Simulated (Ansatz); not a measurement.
Crystal: GaN.

```xyz
4
Lattice="3.1800 0.0000 0.0000 -1.5900 2.7540 0.0000 0.0000 0.0000 5.1660" Properties=species:S:1:pos:R:3 pbc="T T T"
Ga    1.5900    0.9180    2.5830
Ga    0.0000    1.8360    0.0000
N     1.5900    0.9180    4.5203
N     0.0000    1.8360    1.9373
```

Base run:

```yaml
Program: Ansatz 0.2.0
Functional: PBE
Potentials_or_basis: Ansatz PAW soft_1
Cutoff: 420 eV
Density_cutoff: 1680 eV
k_mesh: 10 × 10 × 5
Occupations: fermi-dirac, width 0.05 eV
Spin: no spin polarisation
```

Its results: band gap on the k mesh 1.97 eV, direct; pressure 7.3 GPa; largest force 0.137 eV/Å.

Q: The run is repeated on the same cell with these changes: potentials or basis from Ansatz PAW soft_1 to SPMS NC; cutoff from 420 eV to 1034 eV; density cutoff from 1680 eV to 4136 eV. What comes out?

A: Band gap on the k mesh 2.01 eV, direct; pressure 7.9 GPa; largest force 0.138 eV/Å.

Caveats: odd divisions of the mesh miss points on the zone boundary, where band edges often lie, so the gap on the mesh can be too wide (some runs).

Not every run made on this cell is shown here.
